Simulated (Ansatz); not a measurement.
Gas-phase electronic energies from Ansatz, PBE0-D4/def2-TZVP geometries. CCSD(T)/CBS is the MP2 limit (def2-TZVPP, def2-QZVPP) plus CCSD(T) − MP2 in def2-TZVPP, frozen cores. This one scheme is used for every species. DFT in def2-TZVPP. B3LYP here is the variant with VWN-RPA as its local correlation; programs differ in this. For Se outer-core shells are correlated without core-valence functions, which leaves a few kJ/mol of doubt a bond. Scalar relativity is left out up to krypton. One conformer a species, not always the lowest.

Consider the substitution at a C–C bond: `C=CC(F)(F)F` + `CC[SeH]` → `C=C[Se]CC` + trifluoromethane.

```
             level  ΔE (kJ/mol)  difference from CCSD(T)/CBS
            PBE-D4          3.1                         -6.6
           PBE0-D4          7.9                         -1.8
          B3LYP-D4          7.5                         -2.2
           ωB97X-V         16.1                          6.4
           ωB97M-V         16.4                          6.7
            B2PLYP          9.6                         -0.1
               PBE          7.4                         -2.3
              PBE0         11.9                          2.2
    MP2/def2-TZVPP         -1.2                        -10.9
SCS-MP2/def2-TZVPP          4.0                         -5.7
   CCSD/def2-TZVPP         12.1                          2.4
CCSD(T)/def2-TZVPP          8.5                         -1.2
    MP2/def2-QZVPP         -0.6                        -10.3
SCS-MP2/def2-QZVPP          4.6                         -5.1
      HF/CBS(def2)         26.4                         16.7
     MP2/CBS(def2)         -0.1                         -9.8
       CCSD(T)/CBS          9.7                            0
```

Largest T1 diagnostic among the species: 0.012.

From PBE to PBE0 (25 % exact exchange), in def2-TZVPP and without D4, ΔE moves by +4.5 kJ/mol. The D4 term adds −6.9 kJ/mol with B3LYP and −3.9 kJ/mol with PBE0; it sums over pairs of atoms, weighted by their polarisabilities, and B3LYP, whose exchange is more repulsive, gets the larger term. In def2-TZVPP, CCSD(T) changes the Hartree–Fock value by −18.1 kJ/mol (the triples alone add −3.6 kJ/mol) and MP2 by −27.9 kJ/mol.

CCSD(T)/CBS has its own doubt, a few kJ/mol and more with outer-core shells, so smaller differences from it don't rank the levels.
